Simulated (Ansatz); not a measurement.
TiSi2:

```
CELL_PARAMETERS angstrom
0.00000 4.11752 4.26290
2.38951 0.00000 4.26290
2.38951 4.11752 0.00000
ATOMIC_POSITIONS crystal
Ti 0.75000 0.75000 0.75000
Ti 0.50000 0.50000 0.50000
Si 0.41257 0.08743 0.41257
Si 0.08743 0.41257 0.08743
Si 0.16257 0.83743 0.16257
Si 0.83743 0.16257 0.83743
```

The cell is a database's computed one.

Base run:

* Program: Ansatz 0.2.0
* Functional: PBE
* Potentials or basis: Ansatz PAW
* Cutoff: 420 eV (not typed: the program's choice for these potentials)
* k mesh: 7 × 7 × 7
* Occupations: fermi-dirac, width 0.05 eV
* Spin: no spin polarisation
* Hubbard terms: Ti d U = 6 eV

Its results: band gap on the k mesh none (metal or under the smearing width); pressure 7.6 GPa; largest force 0.153 eV/Å.

**Question.** The run is repeated on the same cell with these changes: hubbard terms from Ti d U = 6 eV to Ti d U = 1 eV. What comes out?

**Answer.** Band gap on the k mesh none (metal or under the smearing width); pressure 2.8 GPa; largest force 0.008 eV/Å.

Caveats: U without spin polarisation on a metal has little footing; the U is typed as a test and isn't derived for this compound.
